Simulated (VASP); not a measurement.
# Results of a VASP single-point calculation on MgTe (zincblende)

POSCAR

```
Mg Te
 1.0000000000000000
     0.0000000000000000    3.2331115457375992    3.2331115457375992
     3.2331115457375992    0.0000000000000000    3.2331115457375992
     3.2331115457375992    3.2331115457375992    0.0000000000000000
 Mg  Te
   1   1
Cartesian
  0.0000000000000000 -0.0000000000000000 -0.0000000000000000
  1.6165557728687996  1.6165557728687996  1.6165557728687996
```

* gap between bands v and c: 2.41 eV
* least direct gap: 2.41 eV

Band v is the last that the valence electrons fill when counted band by band, and c is the next. Levels in eV from the top of v:

| point | v−1 | v | c | c+1 |
| --- | --- | --- | --- | --- |
| Γ | 0.00 | 0.00 | 2.41 | 5.45 |
| X | -1.18 | -1.18 | 2.85 | 3.53 |
| W | -1.87 | -1.44 | 4.57 | 5.61 |
| K | -1.93 | -0.95 | 3.45 | 5.20 |
| L | -0.42 | -0.42 | 3.21 | 5.51 |

Q: Which of these levels of theory gave these results?
A. PBE0
B. LDA
C. PBE with spin–orbit coupling
D. HSE06
E. PBEsol
F. PBE
G. r²SCAN

A: F.

The INCAR was:

```
ISIF = 2
GGA = PE
LCHARG = .FALSE.
PREC = Accurate
EDIFF = 1E-7
ISMEAR = -1
NELM = 120
LASPH = .TRUE.
NBANDS = 11
IBRION = -1
LWAVE = .FALSE.
SIGMA = 0.02
LREAL = .FALSE.
ENCUT = 520
NSW = 0
```
